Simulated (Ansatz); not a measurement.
A 3-atom cell of CdF2 started from a crystallographic database, relaxed with r2SCAN+rVV10. It is cubic, Fm-3m (No. 225); conventional cell a = 5.365 Å, 12.87 Å³ an atom. Cd has 8 F at 2.32 Å; F has 4 Cd at 2.32 Å.

```
Cd F
1.0
     0.00000    2.68258    2.68258
     2.68258    0.00000    2.68258
     2.68258    2.68258    0.00000
Cd F
1 2
Direct
  0.00000 0.00000 0.00000
  0.25000 0.25000 0.25000
  0.75000 0.75000 0.75000
```

The questions ask for values computed with Ansatz 0.2.0 on this geometry. No magnetic order and no zero-point or thermal motion.

**Question.** What gap does PBE give, and where are the band edges?

**Answer.** The PBE gap is indirect, 3.15 eV (W to Γ), below the direct gap of 3.63 eV at Γ.

**Question.** Estimate the gap with PBE+SOC on 8×8×8.

**Answer.** PBE+SOC gives an indirect gap of 3.14 eV, from W to Γ; the least direct gap is 3.54 eV at Γ. The gap differs by -0.01 eV from PBE's.

**Question.** What does r2SCAN give for the gap (8×8×8 mesh)?

**Answer.** With r2SCAN the valence top lies at W and the conduction bottom at Γ, 3.84 eV higher; the smallest vertical gap, at Γ, is 4.34 eV. The gap differs by +0.69 eV from PBE's.

**Question.** What does HSE06+SOC give for the gap (4×4×4 mesh)?

**Answer.** With HSE06+SOC the valence top lies at W and the conduction bottom at Γ, 5.25 eV higher; the smallest vertical gap, at Γ, is 5.74 eV. The gap differs by +2.10 eV from PBE's.

**Question.** Order these levels by the gap that they give, smallest first.
A. HSE06
B. r2SCANh
C. LDA
D. PBE0
E. r2SCAN
F. DDH-PBE0
G. PBE
H. Hartree-Fock

**Answer.** C (2.86 eV), G (3.15 eV), E (3.84 eV), B (4.88 eV), A (5.26 eV), D (6.01 eV), F (7.22 eV), H (15.37 eV).

**Question.** Roughly how does the cost of the LDA run (8×8×8) compare with r2SCAN's (8×8×8)?

**Answer.** About 0.4 times as much (3 core-seconds against 8 core-seconds, on a shared machine).

**Question.** How strongly does the crystal screen a field with clamped ions (r2SCAN)?

**Answer.** The electronic dielectric tensor ε∞ is 2.65 in all directions. Born charges, averaged over directions: Cd +2.44, F -1.22 e.

Only the levels marked +SOC include spin-orbit coupling.

The meshes of the hybrids are coarse, so their gaps aren't converged to the digits shown.
